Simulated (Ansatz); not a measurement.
# HfO2 (Pca2_1) in Ansatz: settings compared

Aim: see how the results for HfO2 move with the level of theory and the settings. Levels: rPW86-PBE+rVV10, PBE. Tasks: single point, equation of state, band structure.

Everything below comes from runs of Ansatz 0.2.0. Logs are shortened: lines on timing, memory, paths and dates and some standing lists are left out, and cuts for length are marked.

### Step 1. Starting point

It takes space group Pca2_1 (No. 29, orthorhombic). The conventional cell has a = 5.219 Å, b = 5.005 Å, c = 5.033 Å, α = 90.00°, β = 90.00°, γ = 90.00°. Around Hf (site symmetry 1) lie 7 O at 2.02 to 2.23 Å. O (site symmetry 1) has 3 Hf at 2.02 to 2.13 Å as nearest neighbours. O (site symmetry 1) is surrounded by 4 Hf at 2.11 to 2.23 Å.

Measurements of this composition are mostly on another form, of space group No. 14.

### Step 2. Single point, rPW86-PBE+rVV10, 10.30 Å³/atom (volume scaled by 0.94)

Input file input.yaml:

```yaml
crystal:
  lattice:
    - [5.1129138024, 0.0, 0.0]
    - [0.0, 4.9025969881, 0.0]
    - [0.0, 0.0, 4.9299483645]
  atoms:
    - { symbol: Hf, position: [0.966994, 0.73252082, 0.74144035] }
    - { symbol: Hf, position: [0.533006, 0.73252082, 0.24144035] }
    - { symbol: Hf, position: [0.466994, 0.26747918, 0.74144035] }
    - { symbol: Hf, position: [0.033006, 0.26747918, 0.24144035] }
    - { symbol: O, position: [0.63212745, 0.9286454, 0.87926726] }
    - { symbol: O, position: [0.86787255, 0.9286454, 0.37926726] }
    - { symbol: O, position: [0.23394852, 0.53988305, 0.49229239] }
    - { symbol: O, position: [0.26605148, 0.53988305, 0.99229239] }
    - { symbol: O, position: [0.76605148, 0.46011695, 0.99229239] }
    - { symbol: O, position: [0.73394852, 0.46011695, 0.49229239] }
    - { symbol: O, position: [0.13212745, 0.0713546, 0.87926726] }
    - { symbol: O, position: [0.36787255, 0.0713546, 0.37926726] }
hamiltonian:
  xc: { exchange: rpw86, correlation: pbe }
  pseudopotentials: { kind: paw }
  dispersion: rvv10
kpoints:
  mp_grid: { grid: [5, 6, 5] }
scf:
  occupations: { method: fermi_dirac, width: 0.05 }
output:
  forces: true
  stress: true
  eigenvalues: true
```

Potentials or basis: Ansatz PAW.

On the command line:

```
$ ansatz run input.yaml --threads 2 --pin off --max-ram 5120MiB --backend cpu --events-out ev --progress --plain --runs-dir out
```

The program printed:

```text
Warning: RAYON_NUM_THREADS=2 ignored (pool sized by the plan → 2); use --threads N
Engine: ansatz 0.2.0, aarch64-unknown-linux-gnu
Pseudopotentials: kind: paw
Pseudopotential: Hf, paw, valence charge 26, recommended cutoff 420 eV (normal), Hf.paw.azcp
Pseudopotential: O, paw, valence charge 6, recommended cutoff 420 eV (normal), O.paw.azcp
Functional definition: unnamed
  exchange = rpw86_x
  correlation = pbe_c + rvv10(6.3, 0.0093)
Crystal: 12 atoms, lattice volume = 123.577 Å³
Basis set: ecut = 420 eV, 2417 PW (Γ), exchange–correlation on 80×80×80 points (8 copies of the dense FFT grid, shifted against one another)
Bands: 92, of which v1, the nominal top of the filled ones, is band 76 counted from 1 (75 counted from 0)
Symmetry: 4 space group operations
Space group: Pca21 (ITA 29), of the structure as read, at distance tolerance 5.0e-5 Å
k-points: 36 of 150 (time reversal used)
Non-local potential: Hf, projectors of the file, l = 0: 3, l = 1: 2, l = 2: 2, l = 3: 3
Non-local potential: O, projectors of the file, l = 0: 2, l = 1: 2, l = 2: 1
PAW form: soft (Blöchl's): semilocal exchange-correlation on the pseudo side does not see the compensation charge
rVV10 density: all electrons in the spheres
PAW frozen core: Hf, regenerated for the run's functional, and the local potential with it (the file was generated under x = pbe(κ = 0.804, μ = 0.2195149727645171), c = pbe(β = 0.06672455060314922))
[... 36 lines left out ...]
  E_core_change = -4.561142  (= ΣΔE_core)
  E_smearing   = -0.000000  (= −TS)
  E_closure    = -0.000000  (closes the sum)
  Σ components = -67743.778608   (vs F -67743.778608, Δ=0.00e0)
--- Forces (eV/Å), atoms counted from 1 ---
  atom   1  Hf     0.29121760    -0.21580498     0.22941021
  atom   2  Hf    -0.29121760    -0.21580498     0.22941021
  atom   3  Hf     0.29121760     0.21580498     0.22941021
  atom   4  Hf    -0.29121760     0.21580498     0.22941021
  atom   5  O     -0.09463872    -0.15921365    -0.07927747
  atom   6  O      0.09463872    -0.15921365    -0.07927747
  atom   7  O      0.22069232     0.38908263    -0.15008774
  atom   8  O     -0.22069232     0.38908263    -0.15008774
  atom   9  O     -0.22069232    -0.38908263    -0.15008774
  atom  10  O      0.22069232    -0.38908263    -0.15008774
  atom  11  O     -0.09463872     0.15921365    -0.07927747
  atom  12  O      0.09463872     0.15921365    -0.07927747
  max |Σ_I F_I| component: 1.80e-4 eV/Å
--- Stress (GPa, compression-positive) ---
       34.063672      -0.000000      -0.000000
       -0.000000      35.126968       0.000000
       -0.000000       0.000000      32.869806
  P = ⅓ Tr σ = 34.0201 GPa (340.201 kbar)
--- Band table (eV; the first three rows and the last of 36) ---
  k-point 0: bands = ["-43.2250", "-43.1945", "-43.1942", "-43.1916", "-12.6244", "-12.6029", "-12.5938", "-12.2180", "-12.1560", "-12.1391", "-12.1211", "-12.1026", "-12.0929", "-11.9536", "-11.9323", "-11.9272", "-2.0170", "-0.4602", "-0.2611", "-0.2416", "0.4512", "0.4923", "0.5509", "0.7517", "6.8635", "6.8761", "6.8808", "6.8833", "6.8902", "6.8919", "6.8952", "6.8976", "6.8996", "6.9061", "6.9065", "6.9092", "6.9131", "6.9180", "6.9199", "6.9219", "6.9225", "6.9271", "6.9282", "6.9354", "6.9422", "6.9484", "6.9516", "6.9536", "6.9703", "6.9879", "6.9932", "7.0657", "10.5843", "10.7380", "10.9015", "11.5663", "11.7807", "11.7932", "13.3175", "13.3686", "13.3984", "13.4281", "13.9070", "14.1373", "14.4127", "14.4688", "14.5919", "14.8382", "15.0397", "15.2212", "15.3991", "15.5933", "15.8498", "16.3992", "16.5194", "16.5256", "21.7581", "22.0523", "22.1585", "22.6487", "22.7751", "22.9205", "22.9396", "23.1374", "23.3691", "23.9073", "24.5345", "24.5363"]
  k-point 1: bands = ["-43.2218", "-43.1948", "-43.1945", "-43.1943", "-12.5730", "-12.5673", "-12.5622", "-12.2724", "-12.1637", "-12.1463", "-12.1446", "-12.1043", "-12.0601", "-11.9821", "-11.9685", "-11.9473", "-1.8102", "-0.4322", "-0.2731", "-0.2503", "0.3046", "0.5037", "0.5470", "0.6784", "6.8617", "6.8743", "6.8800", "6.8821", "6.8852", "6.8927", "6.8954", "6.8995", "6.9001", "6.9057", "6.9080", "6.9086", "6.9129", "6.9141", "6.9196", "6.9211", "6.9247", "6.9326", "6.9328", "6.9398", "6.9439", "6.9471", "6.9492", "6.9500", "6.9664", "6.9901", "6.9904", "7.0531", "10.7841", "10.8063", "11.0969", "11.6442", "11.8805", "12.2272", "12.9105", "13.0147", "13.3199", "13.4710", "13.6206", "14.2306", "14.2455", "14.3602", "14.5105", "15.0564", "15.0856", "15.2871", "15.4803", "15.4961", "15.6116", "16.3337", "16.4189", "16.4466", "21.6188", "22.0476", "22.0672", "22.5957", "22.7681", "22.9526", "23.0204", "23.1753", "23.7586", "24.1649", "24.5858", "24.6660"]
  k-point 2: bands = ["-43.2134", "-43.2031", "-43.1944", "-43.1943", "-12.4930", "-12.4606", "-12.4471", "-12.3852", "-12.2604", "-12.1999", "-12.1264", "-12.1250", "-12.0351", "-12.0170", "-12.0042", "-11.9828", "-1.2683", "-0.6113", "-0.3688", "-0.3092", "0.2803", "0.4884", "0.5234", "0.5375", "6.8607", "6.8651", "6.8809", "6.8821", "6.8847", "6.8857", "6.8897", "6.8949", "6.9076", "6.9085", "6.9100", "6.9132", "6.9147", "6.9203", "6.9230", "6.9232", "6.9281", "6.9289", "6.9329", "6.9334", "6.9436", "6.9437", "6.9522", "6.9527", "6.9728", "6.9831", "6.9959", "7.0208", "10.9197", "11.2606", "11.6836", "11.9390", "12.2802", "12.4195", "12.4856", "12.5252", "12.8050", "13.4707", "13.5571", "13.7723", "14.1813", "14.4271", "14.5736", "14.5914", "14.5968", "15.0783", "15.5962", "15.6356", "16.0821", "16.2846", "16.2889", "16.3080", "21.4115", "21.6105", "22.1089", "22.3013", "23.0316", "23.0921", "23.0979", "23.2186", "24.5420", "24.5886", "24.6215", "24.6917"]
  k-point 35: bands = ["-43.2048", "-43.2022", "-43.1996", "-43.1986", "-12.6011", "-12.5912", "-12.5632", "-12.5540", "-12.0848", "-12.0675", "-12.0419", "-12.0332", "-12.0075", "-12.0045", "-11.9900", "-11.9766", "-0.8883", "-0.7600", "-0.6721", "-0.6579", "0.4846", "0.5408", "0.5636", "0.6337", "6.8729", "6.8750", "6.8776", "6.8784", "6.8866", "6.8882", "6.8924", "6.8936", "6.8996", "6.9037", "6.9079", "6.9098", "6.9189", "6.9191", "6.9248", "6.9265", "6.9317", "6.9346", "6.9349", "6.9375", "6.9462", "6.9495", "6.9495", "6.9513", "6.9690", "6.9712", "6.9745", "6.9803", "11.6640", "11.8773", "11.9950", "12.0826", "12.2402", "12.2924", "12.3814", "12.6263", "13.3298", "13.4275", "13.6875", "13.7470", "14.2365", "14.2699", "14.3951", "14.6282", "14.9260", "15.0189", "15.0527", "15.2529", "15.4713", "15.6920", "15.7715", "15.9245", "21.2476", "21.4370", "21.5602", "21.8206", "22.6169", "22.7334", "23.0180", "23.1379", "23.8748", "24.2071", "24.2230", "24.5615"]
```

Wall time 24 s (2 threads of Arm Neoverse V2, shared host); peak memory 0.62 GiB.

What came out:

```yaml
Free_energy: -67743.7786 eV
Pressure: 34.0 GPa
Largest_force: 0.472 eV/Å
Band_gap_on_the_k_mesh: 4.67 eV, indirect (least direct gap 4.88 eV)
```

Caveat: odd divisions of the mesh miss points on the zone boundary, where band edges often lie, so the gap on the mesh can be too wide; the pressure holds a Pulay correction of +0.9 GPa for the finite cutoff; spin-orbit coupling is left out, which moves the levels of the heavy elements; the PAW data sets come from PBE, with cores solved anew for the run's functional, which leaves a small shift of forces and pressure.

### Step 3. Single point, rPW86-PBE+rVV10, 10.52 Å³/atom (volume scaled by 0.96)

input.yaml: that of step 2 with these lines changed.

```diff
@@ -2,5 +2,5 @@
   lattice:
-    - [5.1129138024, 0.0, 0.0]
-    - [0.0, 4.9025969881, 0.0]
-    - [0.0, 0.0, 4.9299483645]
+    - [5.148921424, 0.0, 0.0]
+    - [0.0, 4.9371234566, 0.0]
+    - [0.0, 0.0, 4.9646674546]
   atoms:
```

Potentials or basis: Ansatz PAW.

On the command line:

```
$ ansatz run input.yaml --threads 2 --pin off --max-ram 5120MiB --backend cpu --events-out ev --progress --plain --runs-dir out
```

It took 24 s on 2 threads of Arm Neoverse V2, shared host; peak memory 0.63 GiB.

It converged, with:

* Free energy: -67744.2739 eV
* Pressure: 26.4 GPa
* Largest force: 0.375 eV/Å
* Band gap on the k mesh: 4.60 eV, indirect (least direct gap 4.81 eV)

Caveat: odd divisions of the mesh miss points on the zone boundary, where band edges often lie, so the gap on the mesh can be too wide; the pressure holds a Pulay correction of +0.9 GPa for the finite cutoff; spin-orbit coupling is left out, which moves the levels of the heavy elements; the PAW data sets come from PBE, with cores solved anew for the run's functional, which leaves a small shift of forces and pressure.

[end of part 1 of 2]
